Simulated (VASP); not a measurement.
**AlSb (zinc blende): computed properties**

All values below come from PBEsol GGA, VASP's PBE PAW potentials (set 64) (plane waves; VASP).

| Property | Value |
|---|---|
| space group | F-43m (216) |
| cell | a = 6.1684 Å, b = 6.1684 Å, c = 6.1684 Å, α = 90.00°, β = 90.00°, γ = 90.00° |
| volume per atom | 29.34 Å³/atom |
| band gap (over mesh and band path) | 1.13 eV |
| smallest direct gap (over mesh and band path) | 1.45 eV |
| Hill bulk modulus | 54.0 GPa |
| Hill shear modulus | 28.8 GPa |
| Poisson's ratio | 0.273 |
| band-edge character without spin-orbit coupling | indirect, Γ to Γ-X at 0.93 |
| band gap with spin-orbit coupling | 0.92 eV |
| density | 4.21 g/cm³ |
| optical Γ-point spectrum | 312 (×3) cm⁻¹ |
| C11 | 80.7 GPa |
| C12 | 40.6 GPa |
| C44 | 36.8 GPa |

```
AlSb
1.0
    0.00000     3.08421     3.08421
    3.08421     0.00000     3.08421
    3.08421     3.08421     0.00000
Al Sb
1 1
Direct
  0.00000   0.00000   0.00000
  0.25000   0.25000   0.25000
```

Measured: gap 1.73 eV (computed value off by -0.60 eV), as given by Anna Miglio et al., npj Computational Materials (2020), arXiv:2011.12765 [zero-point renormalisation of 35 meV (experimental, the table's column) added back]; a 6.128 Å (computed value off by +0.7 %), as given by Guo-Xu Zhang et al., New Journal of Physics (2018), doi:10.1088/1367-2630/aac7f0 [thermal expansion removed or low-temperature value; zero-point expansion not removed]; bulk modulus 58.2 GPa (computed value off by -7.2 %), shear modulus 31.9 GPa (computed value off by -9.6 %), as given by Cormac Toher et al., Physical Review Materials (2017), arXiv:1611.05714. The calculation is for a static lattice, while the measured bulk modulus, shear modulus hold thermal and zero-point effects, which are part of the difference.  Unless said otherwise, spin-orbit coupling is left out, though it shifts the bands of the heavy elements here.

The compound is AlSb in the zinc blende structure. It was relaxed first. Symmetry was kept, so distortions that lower it aren't found.
